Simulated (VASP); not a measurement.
**VASP inputs for HgTe (zincblende)**

INCAR

```
EDIFF = 1E-7
IBRION = -1
PREC = Accurate
NBANDS = 16
ISMEAR = -1
ISIF = 2
LASPH = .TRUE.
NSW = 0
NELM = 120
ENCUT = 520
SIGMA = 0.02
GGA = PE
LWAVE = .FALSE.
LREAL = .FALSE.
LCHARG = .FALSE.
```

KPOINTS

```
KPOINTS created by Atomic Simulation Environment
0
Gamma
6 6 6
0 0 0
```

KPOINTS_OPT

```
special points
6
Reciprocal
0.0000000000 0.0000000000 0.0000000000 1
0.5000000000 0.0000000000 0.5000000000 1
0.5000000000 0.2500000000 0.7500000000 1
0.3750000000 0.3750000000 0.7500000000 1
0.5000000000 0.5000000000 0.5000000000 1
0.6250000000 0.2500000000 0.6250000000 1
```

POSCAR

```
Hg Te
 1.0000000000000000
     0.0000000000000000    3.2891578873062031    3.2891578873062031
     3.2891578873062031    0.0000000000000000    3.2891578873062031
     3.2891578873062031    3.2891578873062031    0.0000000000000000
 Hg  Te
   1   1
Cartesian
  0.0000000000000000  0.0000000000000000  0.0000000000000000
  1.6445789436531015  1.6445789436531015  1.6445789436531015
```

VASP ran with the recommended PBE PAW datasets (18 valence electrons in the cell).

**Question.** Predict the results.

**Answer.** gap between bands v and c 0.00 eV; least direct gap 0.00 eV; pressure 1.3 GPa.

Band v is the last that the valence electrons fill when counted band by band, and c is the next. Levels in eV from the top of v:

```json
{"point": "Γ", "v−1": "0.00", "v": "0.00", "c": "0.00", "c+1": "4.32"}
{"point": "X", "v−1": "-2.06", "v": "-2.06", "c": "1.91", "c+1": "2.62"}
{"point": "W", "v−1": "-2.40", "v": "-2.33", "c": "2.98", "c+1": "4.67"}
{"point": "K", "v−1": "-2.65", "v": "-1.70", "c": "2.24", "c+1": "4.03"}
{"point": "L", "v−1": "-0.89", "v": "-0.89", "c": "0.70", "c+1": "5.08"}
```
